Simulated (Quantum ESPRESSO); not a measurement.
## In under changes of volume

One of the cells (26.144 Å³/atom); the others are scaled copies at fixed shape and fractional positions:

```
In
1.0
    -1.62547    1.62547    2.47370
     1.62547   -1.62547    2.47370
     1.62547    1.62547   -2.47370
In
1
Direct
  0.00000 0.00000 0.00000
```

```yaml
Program: Quantum ESPRESSO 7.5
Functional: LDA
Potentials_or_basis: PseudoDojo 0.4.1 SR LDA standard
Cutoff: 952 eV
Density_cutoff: 3810 eV
k_mesh: 11 × 11 × 11
Occupations: fermi-dirac, width 0.05 eV
Spin: no spin polarisation
```

```tsv
volume (Å³/atom)	energy over the lowest point (meV/atom)	pressure (GPa)
24.575	0.00	0.0
25.098	?	?
25.621	6.51	-1.9
26.144	13.87	-2.6
26.666	23.52	-3.3
27.189	35.18	-3.9
27.712	48.59	-4.4
```

What does the run at 25.098 Å³/atom give?

Energy over the lowest point 1.76 meV/atom; pressure -1.0 GPa.

Worked out: A Birch-Murnaghan fit of order 3 (a polynomial in V^(-2/3)) to the other rows has its minimum at 24.56 Å³/atom, just outside them, with B0 = V·E''(V) = 49 GPa and B' = 5.2 at fixed shape and positions, which overstates the stiffness. It gives 1.76 meV/atom at 25.098 Å³/atom, against the run's 1.76, and -dE/dV = -1.0 GPa, against -1.0.

Energies are extrapolated to zero smearing.
